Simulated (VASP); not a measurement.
# RbBr (Fm-3m) in VASP: notebook

Runs on RbBr. Level: r2SCAN. Tasks: single point.

All numbers are computed with VASP 6.6.1; they aren't measurements. Logs are shortened: lines on timing, memory, paths and dates and some standing lists are left out, and cuts for length are marked.

### 1 The structure

Symmetry: Fm-3m, No. 225, cubic system. Conventional cell: a = 6.854 Å, b = 6.854 Å, c = 6.854 Å, α = 90.00°, β = 90.00°, γ = 90.00°. Around Rb (site symmetry m-3m) lie 6 Br at 3.43 Å. Br (site symmetry m-3m) is surrounded by 6 Rb at 3.43 Å.

### 2 Single point, r2SCAN

INCAR reads:

```
SYSTEM = RbBr
PREC = Low
ENCUT = 400
EDIFF = 1E-6
ISMEAR = 0
SIGMA = 0.05
LREAL = .FALSE.
LASPH = .TRUE.
NELM = 100
ALGO = Normal
ISIF = 2
LWAVE = .FALSE.
LCHARG = .FALSE.
METAGGA = R2SCAN
LMIXTAU = .TRUE.
ADDGRID = .FALSE.
```

KPOINTS reads:

```
Automatic mesh
0
G
  5 5 5
  0 0 0
```

POSCAR reads:

```
RbBr
1.0
    0.0000000000      3.4270000000      3.4270000000
    3.4270000000      0.0000000000      3.4270000000
    3.4270000000      3.4270000000      0.0000000000
Rb Br
1 1
Direct
    0.0000000000      0.0000000000      0.0000000000
    0.5000000000      0.5000000000      0.5000000000
```

Potentials or basis: VASP PAW PBE potentials, release 64 (Rb_sv, Br).

Run with:

```sh
cat potpaw_PBE.64/Rb_sv/POTCAR potpaw_PBE.64/Br/POTCAR > POTCAR
mpirun -np 1 vasp_std > vasp.out
```

OUTCAR:

```text
SYSTEM = RbBr
   PREC = Low
   ENCUT = 400
   EDIFF = 1E-6
   ISMEAR = 0
   LREAL = .FALSE.
   LASPH = .TRUE.
   NELM = 100
   ISIF = 2
   METAGGA = R2SCAN

 Found     10 irreducible k-points:

 Following reciprocal coordinates:
            Coordinates               Weight
  0.000000  0.000000  0.000000      1.000000
  0.200000  0.000000  0.000000      8.000000
  0.400000  0.000000  0.000000      8.000000
  0.200000  0.200000  0.000000      6.000000
  0.400000  0.200000  0.000000     24.000000
 -0.400000  0.200000  0.000000     24.000000
   k-points           NKPTS =     10   k-points in BZ     NKDIM =     10   number of bands    NBANDS=     12
   number of dos      NEDOS =    301   number of ions     NIONS =      2
   total plane-waves  NPLWV =  13824
   dimension x,y,z NGX =    24 NGY =   24 NGZ =   24
   dimension x,y,z NGXF=    28 NGYF=   28 NGZF=   28
   ions per type =               1   1
   NGX,Y,Z   is equivalent  to a cutoff of   8.23,  8.23,  8.23 a.u.
   NGXF,Y,Z  is equivalent  to a cutoff of   9.60,  9.60,  9.60 a.u.
 SYSTEM =  RbBr
   PREC   = low       normal or accurate (medium, high low for compatibility)
   ISTART =      0    job   : 0-new  1-cont  2-samecut
   ICHARG =      2    charge: 1-file 2-atom 10-const
   ISPIN  =      1    spin polarized calculation?
   LNONCOLLINEAR =      F non collinear calculations
   LSORBIT =      F    spin-orbit coupling
   LASPH  =      T    aspherical Exc in radial PAW
   ENCUT  =  400.0 eV  29.40 Ry    5.42 a.u.   7.90  7.90  7.90*2*pi/ulx,y,z
   NELM   =    100;   NELMIN=  2; NELMDL= -5     # of ELM steps
   EDIFF  = 0.1E-05   stopping-criterion for ELM
   LREAL  =      F    real-space projection
   EDIFFG = 0.1E-04   stopping-criterion for IOM
   NSW    =      0    number of steps for IOM
   IBRION =     -1    ionic relax: 0-MD 1-quasi-New 2-CG
   NFREE  =      0    steps in history (QN), initial steepest desc. (CG)
   ISIF   =      2    stress and relaxation
   ISYM   =      2    0-nonsym 1-usesym 2-fastsym
   POTIM  = 0.5000    time-step for ionic-motion
   TEBEG  =    0.0;   TEEND  =   0.0 temperature during run
   PSTRESS=    0.0 pullay stress
   NELECT =      16.0000    total number of electrons
   NUPDOWN=      -1.0000    fix difference up-down
   EMIN   =  10.00;   EMAX   =-10.00  energy-range for DOS
   EFERMI =   0.00;   METHOD = LEGACY
   ISMEAR =     0;   SIGMA  =   0.05  broadening in eV -4-tet -1-fermi 0-gaus
   EFERMI_NEDOS =   21; number of points for ismear=-14 and -15
   IALGO  =     38    algorithm
   IMIX   =      4    mixing-type and parameters
     AMIX     =   0.40;   BMIX     =  1.00
     AMIX_MAG =   1.60;   BMIX_MAG =  1.00
  volume/ion in A,a.u.               =      40.25       271.61
  Fermi-wavevector in a.u.,A,eV,Ry     =   0.955412  1.805467 12.419564  0.912812
  Thomas-Fermi vector in A             =   2.084247
   LORBIT       =      0    0 simple, 1 ext, 2 COOP (PROOUT), +10 PAW based schemes
   METAGGA = R2SCAN    functional components
   LHFCALC =     F    Hartree Fock is set to
   AEXX    =    0.0000 exact exchange contribution
   IVDW    =     0    specifies the selected vdW correction
   LEPSILON=     F    determine dielectric tensor
   LRPA    =     F    only Hartree local field effects (RPA)
 non-spin polarized calculation
 Gauss-broadening in eV      SIGMA  =   0.05
  energy-cutoff  :      400.00
  volume of cell :       80.50
 maximum number of plane-waves:      1476
   NGX = 15   NGY = 15   NGZ = 15

 number of electron      15.9999762 magnetization

 Free energy of the ion-electron system (eV)
  ---------------------------------------------------
  ext. energy  EPLUGINS =         0.00000000
  ---------------------------------------------------
  free energy    TOTEN  =       -31.15161307 eV

  energy without entropy =      -31.15161307  energy(sigma->0) =      -31.15161307

 E-fermi :  -1.8326     XC(G=0):  -7.6316

 val. band max:       -2.1585389426   @ k =   0.0000   0.0000   0.0000
 cond. band min:       2.8109688263   @ k =   0.0000   0.0000   0.0000
 fundamental gap:      4.9695077689
 Fermi energy:        -1.8326270506

 k-point     1 :       0.0000    0.0000    0.0000
  band No.  band energies     occupation
      1     -27.3136      2.00000
      2     -14.7700      2.00000
      3     -10.8429      2.00000
      4     -10.8429      2.00000
      5     -10.8429      2.00000
      6      -2.1587      2.00000
      7      -2.1587      2.00000
      8      -2.1585      2.00000
      9       2.8110      0.00000
     10       5.7218      0.00000
     11       5.7220      0.00000
     12       5.7220      0.00000

 k-point     2 :       0.2000    0.0000    0.0000
  band No.  band energies     occupation
      1     -27.3103      2.00000
      2     -14.7848      2.00000
      3     -10.8451      2.00000
      4     -10.8451      2.00000
      5     -10.8242      2.00000
      6      -2.5506      2.00000
      7      -2.2854      2.00000
      8      -2.2853      2.00000
      9       3.6812      0.00000
     10       5.5093      0.00000
     11       6.2105      0.00000
     12       6.2107      0.00000

 k-point     3 :       0.4000    0.0000    0.0000
  band No.  band energies     occupation
      1     -27.3048      2.00000
      2     -14.8083      2.00000
      3     -10.8486      2.00000
      4     -10.8485      2.00000
      5     -10.7941      2.00000
      6      -3.0541      2.00000
      7      -2.4762      2.00000
      8      -2.4761      2.00000
      9       4.9603      0.00000
     10       5.9143      0.00000
     11       7.5183      0.00000
     12       7.5185      0.00000

 k-point     4 :       0.2000    0.2000    0.0000
  band No.  band energies     occupation
      1     -27.3092      2.00000
      2     -14.7767      2.00000
      3     -10.8674      2.00000
      4     -10.8674      2.00000
      5     -10.8197      2.00000
      6      -2.6585      2.00000
      7      -2.2315      2.00000
      8      -2.2314      2.00000
      9       3.8050      0.00000
     10       4.8475      0.00000
     11       6.7384      0.00000
     12       6.7385      0.00000

 k-point     5 :       0.4000    0.2000    0.0000
  band No.  band energies     occupation
      1     -27.3045      2.00000
      2     -14.7761      2.00000
      3     -10.8823      2.00000
      4     -10.8774      2.00000
      5     -10.8490      2.00000
      6      -2.8511      2.00000
      7      -2.4310      2.00000
      8      -2.3633      2.00000
      9       4.7242      0.00000
     10       5.1192      0.00000
     11       7.6856      0.00000
     12       7.8862      0.00000

 k-point     6 :      -0.4000    0.2000    0.0000
  band No.  band energies     occupation
      1     -27.3027      2.00000
      2     -14.7837      2.00000
      3     -10.9178      2.00000
      4     -10.8614      2.00000
      5     -10.8226      2.00000
      6      -2.9479      2.00000
      7      -2.5015      2.00000
      8      -2.4910      2.00000
      9       5.2686      0.00000
     10       5.9001      0.00000
     11       7.4426      0.00000
     12       7.8706      0.00000

 [... further k-points ...]

------------------------ aborting loop because EDIFF is reached ----------------------------------------

  FORCE on cell =-STRESS in cart. coord.  units (eV):
  Direction    XX          YY          ZZ          XY          YZ          ZX
  --------------------------------------------------------------------------------------
  -------------------------------------------------------------------------------------
  Total        0.2347974      0.2347974      0.2347974     -0.0000000      0.0000000      0.0000000
  in kB        4.6733852      4.6733852      4.6733852     -0.0000000      0.0000000      0.0000000
  external PRESSURE =       4.6733852 kB  Pullay stress =       0.0000000 kB

 VOLUME and BASIS-vectors are now :
 -----------------------------------------------------------------------------
  energy-cutoff  :      400.00
  volume of cell :       80.50
      direct lattice vectors                 reciprocal lattice vectors
     0.000000000  3.427000000  3.427000000    -0.145900204  0.145900204  0.145900204
     3.427000000  0.000000000  3.427000000     0.145900204 -0.145900204  0.145900204
     3.427000000  3.427000000  0.000000000     0.145900204  0.145900204 -0.145900204

 POSITION                                       TOTAL-FORCE (eV/Angst)
 -----------------------------------------------------------------------------------
      0.00000      0.00000      0.00000         0.000000      0.000000      0.000000
      3.42700      3.42700      3.42700        -0.000000     -0.000000     -0.000000
 -----------------------------------------------------------------------------------
    total drift:                               -0.000000     -0.000000     -0.000000

  FREE ENERGIE OF THE ION-ELECTRON SYSTEM (eV)
  ---------------------------------------------------
  free  energy   TOTEN  =       -31.1516130705 eV

  energy  without entropy=      -31.1516130705  energy(sigma->0) =      -31.15161307
```

It took 30 s on 1 thread of AMD EPYC 7R13 (Zen 3), shared host; peak memory 0.09 GiB.

These settings aren't checked as converged: the numbers below hold their error.

What came out:

```yaml
Free_energy: -31.1516 eV
Pressure: 0.5 GPa
Band_gap_on_the_k_mesh: 4.97 eV, direct
```

Caveat: the PAW data sets were made with another functional, which shifts forces and pressure a little.

### 3 Single point, r2SCAN

Changes to INCAR since step 2:

```diff
@@ -1,3 +1,3 @@
 SYSTEM = RbBr
-PREC = Low
+PREC = Normal
 ENCUT = 400
```

KPOINTS is that of step 2.

POSCAR is that of step 2.

Potentials or basis: VASP PAW PBE potentials, release 64 (Rb_sv, Br).

Run with:

```sh
cat potpaw_PBE.64/Rb_sv/POTCAR potpaw_PBE.64/Br/POTCAR > POTCAR
mpirun -np 1 vasp_std > vasp.out
```

Run time: 33 s. Hardware: 1 thread of AMD EPYC 7R13 (Zen 3), shared host; peak memory 0.11 GiB.

These settings aren't checked as converged: the numbers below hold their error.

What came out:

```yaml
Free_energy: -31.1516 eV
Pressure: 0.5 GPa
Band_gap_on_the_k_mesh: 4.97 eV, direct
```

Caveat: the PAW data sets were made with another functional, which shifts forces and pressure a little.
